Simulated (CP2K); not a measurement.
# CaO in CP2K: the effect of dispersion

The system is CaO.

```
Ca O
1.0
     3.39914    0.00000    0.00000
     1.69957    2.94374    0.00000
     1.69957    0.98125    2.77539
Ca O
1 1
Direct
  0.00000 0.00000 0.00000
  0.50000 0.50000 0.50000
```

The cell is a database's computed one.

Alike in all runs:

| Item | Value |
| --- | --- |
| Program | CP2K 2026.2 |
| Task | single point |
| Functional | PBE |
| Potentials or basis | POTENTIAL_UZH Ca GTH-PBE-q10, O GTH-PBE-q6; TZVP-MOLOPT-PBE-GTH basis |
| Density cutoff | 8163 eV |
| k mesh | 10 × 10 × 10 |
| Occupations | fermi-dirac, width 0.05 eV |
| Spin | no spin polarisation |

```csv
dispersion,pressure (GPa)
none,2.6
D2,?
D3,0.0
D3(BJ),-0.6
D4,0.5
rVV10,1.3
D3(BJ)+ATM,-0.3
```

Q: What does the run with dispersion D2 give?

A: Pressure -1.5 GPa.

Caveats: the basis of atomic orbitals isn't converged, which shifts pressures, moduli and gaps.
